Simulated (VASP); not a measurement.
A run of VASP 6.6.1 is set up as follows.

The input INCAR:

```
PREC     = Accurate       # precision mode
ENCUT    = 600            # plane-wave cutoff, eV
EDIFF    = 1E-7           # SCF threshold, eV
ISMEAR   = 0              # smearing method
SIGMA    = 0.01           # smearing width, eV
LREAL    = F              # projectors in reciprocal space
LASPH    = T              # aspherical terms in the spheres
NELM     = 60             # most SCF steps
ALGO     = Normal         # electronic algorithm
ISIF     = 3              # what is computed and relaxed
LWAVE    = F              # write WAVECAR
LCHARG   = F              # write CHGCAR
GGA      = PE             # functional
IVDW     = 12             # dispersion correction
IBRION   = 2              # ionic algorithm
NSW      = 80             # ionic steps
EDIFFG   = -0.001         # ionic threshold
```

KPOINTS

```
regular mesh
0
Gamma
  10 10 10
```

Contents of POSCAR:

```
SnSe
1.0
    0.0000000000      2.9887688240      2.9887688240
    2.9887688240      0.0000000000      2.9887688240
    2.9887688240      2.9887688240      0.0000000000
Sn Se
1 1
Direct
    0.0000000000      0.0000000000      0.0000000000
    0.5000000000      0.5000000000      0.5000000000
```

Potentials or basis: VASP PAW PBE potentials, release 64 (Sn_d, Se).

Run with:

```bash
$ cat potpaw_PBE.64/Sn_d/POTCAR potpaw_PBE.64/Se/POTCAR > POTCAR
$ mpirun -np 1 vasp_std > vasp.out
```

Q: Estimate the band gap on the k mesh.

A: 0.52 eV, indirect (least direct gap 0.64 eV).

Q: Predict the dispersion energy per atom.

A: -0.361 eV.

Final structure:
```xyz
2
Lattice="0.0000 2.9890 2.9890 2.9890 0.0000 2.9890 2.9890 2.9890 0.0000" Properties=species:S:1:pos:R:3 pbc="T T T"
Sn    0.0000    0.0000    0.0000
Se    2.9890    2.9890    2.9890
```

Caveat: spin-orbit coupling is left out, which moves the levels of the heavy elements. A k mesh can miss the band edges.
